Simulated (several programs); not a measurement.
O (Cmme) from semi-empirical methods to plane-wave DFT

A 4-atom cell of O (Cmme) from a materials database, relaxed with r2SCAN+rVV10 in Ansatz, was computed with several methods. The symmetry is Cmme (No. 67, orthorhombic); conventional cell a = 2.988 Å, b = 7.517 Å, c = 4.026 Å, 11.30 Å³ an atom. O has 1 O at 1.20 Å. (Simulation; spin polarisation is off.)

```
O
1.0
     4.04225    0.00000   -0.05113
     0.00000    4.02617    0.00000
    -1.06460    0.00000    2.79144
O
4
Direct
  0.33986 0.68420 0.67023
  0.66014 0.68420 0.82977
  0.66014 0.31580 0.32977
  0.33986 0.31580 0.17023
```

Gaps and times are for a single point on this cell; volume and bulk modulus come from each method's own relaxation or energy curve at fixed shape, which is too stiff where a cell has free coordinates or axes. Times are rough, from shared hosts (Arm Neoverse V1; Arm Neoverse V2), and each method has its own mesh and cell size. A double dagger marks a value from a curve with shape and coordinates held. A star marks a curve whose lowest point is an end point. PM6 (MOPAC), PM7 (MOPAC), GFN1-xTB (tblite), GFN2-xTB (tblite) treat a cluster of cells at its zone centre, which samples few k points: where these miss a band edge, the gap comes out too large for that reason alone. Gaps from k meshes are read at a limited set of points (mesh, symmetry points, PBE's band edges), so each method's own least gap may be somewhat smaller. Force fields have no electrons; where one was fitted to this phase, its volume and modulus reflect the fit. xTB and the PM methods were fitted mostly to molecules, and can miss a solid's gap by electronvolts. Minimal bases can be far off for gaps. Times of the plane-wave ladder aren't listed, since it ran on unlike processors and cards. Curves at held shape can't give the bulk modulus of a layered or molecular crystal, so none is listed. GLLB-SC's gap includes the derivative discontinuity. G0W0 is at finite bands, cutoff and mesh. d marks a direct gap, i an indirect one (no mark: not told apart), a dash a value that wasn't computed or didn't pass its checks.

```json
{"method": "PBE-D3(BJ)", "kind": "semilocal", "gap (eV)": "–", "own volume (Å³/atom)": "13.64", "bulk modulus (GPa)": "–", "atoms computed": "4", "processor time": "–"}
{"method": "r2SCAN+rVV10", "kind": "semilocal", "gap (eV)": "–", "own volume (Å³/atom)": "11.30", "bulk modulus (GPa)": "–", "atoms computed": "4", "processor time": "–"}
{"method": "PBE-D4", "kind": "semilocal", "gap (eV)": "–", "own volume (Å³/atom)": "13.62", "bulk modulus (GPa)": "–", "atoms computed": "4", "processor time": "–"}
{"method": "SiO.tersoff (LAMMPS)", "kind": "force field", "gap (eV)": "–", "own volume (Å³/atom)": "12.84", "bulk modulus (GPa)": "–", "atoms computed": "4", "processor time": "0.12 s"}
{"method": "light PBE (260 eV and a coarse mesh)", "kind": "light plane-wave", "gap (eV)": "0.73 i", "own volume (Å³/atom)": "–", "bulk modulus (GPa)": "–", "atoms computed": "4", "processor time": "0.63 s"}
{"method": "non-self-consistent DFTB (CP2K)", "kind": "tight binding", "gap (eV)": "1.60 d", "own volume (Å³/atom)": "12.74", "bulk modulus (GPa)": "–", "atoms computed": "4", "processor time": "1.1 s"}
{"method": "GFN1-xTB (tblite)", "kind": "tight binding", "gap (eV)": "2.05", "own volume (Å³/atom)": "10.49‡", "bulk modulus (GPa)": "–", "atoms computed": "cluster", "processor time": "1.8 s"}
{"method": "PBE/single zeta (GPAW)", "kind": "small basis", "gap (eV)": "1.04 i", "own volume (Å³/atom)": "–", "bulk modulus (GPa)": "–", "atoms computed": "4", "processor time": "2.9 s"}
{"method": "PBE/SZV (CP2K)", "kind": "small basis", "gap (eV)": "0.98 i", "own volume (Å³/atom)": "–", "bulk modulus (GPa)": "–", "atoms computed": "4", "processor time": "4.4 s"}
{"method": "PM6 (MOPAC)", "kind": "semi-empirical", "gap (eV)": "6.95", "own volume (Å³/atom)": "–", "bulk modulus (GPa)": "–", "atoms computed": "cluster", "processor time": "5.1 s"}
{"method": "PM7 (MOPAC)", "kind": "semi-empirical", "gap (eV)": "7.08", "own volume (Å³/atom)": "10.25*‡", "bulk modulus (GPa)": "–", "atoms computed": "cluster", "processor time": "5.2 s"}
{"method": "PBE", "kind": "semilocal", "gap (eV)": "0.91 i", "own volume (Å³/atom)": "–", "bulk modulus (GPa)": "–", "atoms computed": "4", "processor time": "–"}
{"method": "LDA", "kind": "semilocal", "gap (eV)": "0.87 i", "own volume (Å³/atom)": "–", "bulk modulus (GPa)": "–", "atoms computed": "4", "processor time": "–"}
{"method": "GFN2-xTB (tblite)", "kind": "tight binding", "gap (eV)": "1.94", "own volume (Å³/atom)": "10.66‡", "bulk modulus (GPa)": "–", "atoms computed": "cluster", "processor time": "7.2 s"}
{"method": "PBE/DZVP (CP2K)", "kind": "small basis", "gap (eV)": "0.92 i", "own volume (Å³/atom)": "12.13‡", "bulk modulus (GPa)": "–", "atoms computed": "4", "processor time": "8.8 s"}
{"method": "GLLB-SC (GPAW)", "kind": "model potential", "gap (eV)": "1.42", "own volume (Å³/atom)": "–", "bulk modulus (GPa)": "–", "atoms computed": "4", "processor time": "12 s"}
{"method": "r2SCAN", "kind": "semilocal", "gap (eV)": "0.99 i", "own volume (Å³/atom)": "–", "bulk modulus (GPa)": "–", "atoms computed": "4", "processor time": "–"}
{"method": "LC-ωPBE", "kind": "hybrid", "gap (eV)": "6.60 i", "own volume (Å³/atom)": "–", "bulk modulus (GPa)": "–", "atoms computed": "4", "processor time": "–"}
{"method": "PBE0", "kind": "hybrid", "gap (eV)": "2.41 i", "own volume (Å³/atom)": "–", "bulk modulus (GPa)": "–", "atoms computed": "4", "processor time": "–"}
{"method": "HSE06", "kind": "hybrid", "gap (eV)": "1.70 i", "own volume (Å³/atom)": "–", "bulk modulus (GPa)": "–", "atoms computed": "4", "processor time": "–"}
{"method": "r2SCANh", "kind": "hybrid", "gap (eV)": "1.56 i", "own volume (Å³/atom)": "–", "bulk modulus (GPa)": "–", "atoms computed": "4", "processor time": "–"}
{"method": "DDH-PBE0", "kind": "hybrid", "gap (eV)": "1.92 i", "own volume (Å³/atom)": "–", "bulk modulus (GPa)": "–", "atoms computed": "4", "processor time": "–"}
{"method": "G0W0@HSE06 (140 eV screening cutoff)", "kind": "many-body", "gap (eV)": "2.69", "own volume (Å³/atom)": "–", "bulk modulus (GPa)": "–", "atoms computed": "4", "processor time": "–"}
{"method": "G0W0@r2SCAN (80 eV screening cutoff)", "kind": "many-body", "gap (eV)": "2.04", "own volume (Å³/atom)": "–", "bulk modulus (GPa)": "–", "atoms computed": "4", "processor time": "–"}
{"method": "G0W0@PBE (220 eV screening cutoff)", "kind": "many-body", "gap (eV)": "2.07", "own volume (Å³/atom)": "–", "bulk modulus (GPa)": "–", "atoms computed": "4", "processor time": "–"}
```

Against HSE06 (1.70 eV) and with closed or daggered gaps left aside, the nearest gap at the points sampled is that of non-self-consistent DFTB (CP2K) (-0.10 eV) and the farthest that of PM7 (MOPAC) (+5.38 eV). HSE06 is only a yardstick of convenience, and nearness to it can be luck.
